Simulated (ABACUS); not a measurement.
Input of an ABACUS 3.10.1 run:

Contents of INPUT:

```
INPUT_PARAMETERS
suffix              AgCl
calculation         scf
basis_type          pw
pseudo_dir          ./
symmetry            1
dft_functional      pbesol
ecutwfc             82
pseudo_rcut         7
nspin               1
nbands              17
ks_solver           dav
smearing_method     fd
smearing_sigma      0.00367493
scf_thr             1e-08
scf_nmax            100
mixing_type         broyden
mixing_beta         0.7
cal_force           1
cal_stress          1
out_chg             1
out_pot             2
out_elf             1
```

STRU

```
ATOMIC_SPECIES
Ag 107.8682 Ag.upf
Cl 35.4500 Cl.upf

LATTICE_CONSTANT
1.8897261246

LATTICE_VECTORS
0.0000000000 2.7350000000 2.7350000000
2.7350000000 0.0000000000 2.7350000000
2.7350000000 2.7350000000 0.0000000000

ATOMIC_POSITIONS
Direct

Ag
0.0
1
0.0000000000 0.0000000000 0.0000000000 1 1 1

Cl
0.0
1
0.5000000000 0.5000000000 0.5000000000 1 1 1
```

File KPT:

```
K_POINTS
0
Gamma
8 8 8 0 0 0
```

Potentials or basis: PseudoDojo NC SR 0.4.1 PBEsol standard, plane waves.

Run with:

```sh
$ OMP_NUM_THREADS=1 mpirun -np 4 abacus > log
```

Question: What does it give for the pressure?

Answer: -0.8 GPa.

Question: Estimate the band gap on the k mesh.

Answer: 0.73 eV, indirect (least direct gap 3.18 eV).

**Measured values to compare with.**

From a printed reference work, data compilation, for a bulk crystal of AgCl: band gap 3.249 eV (indirect).

A measured gap of AgCl is 3.249 eV (indirect; a printed reference work, data compilation); the calculated 0.73 eV misses it by -2.52 eV. So large a miss can be the level of theory's own, or it may mean another phase, state or a wrong row. Spin-orbit coupling on Ag is left out. The value is that of PBEsol on a finite k mesh, which can miss the band edges, without temperature or zero-point motion. Semilocal functionals fall short of measured gaps as a rule.
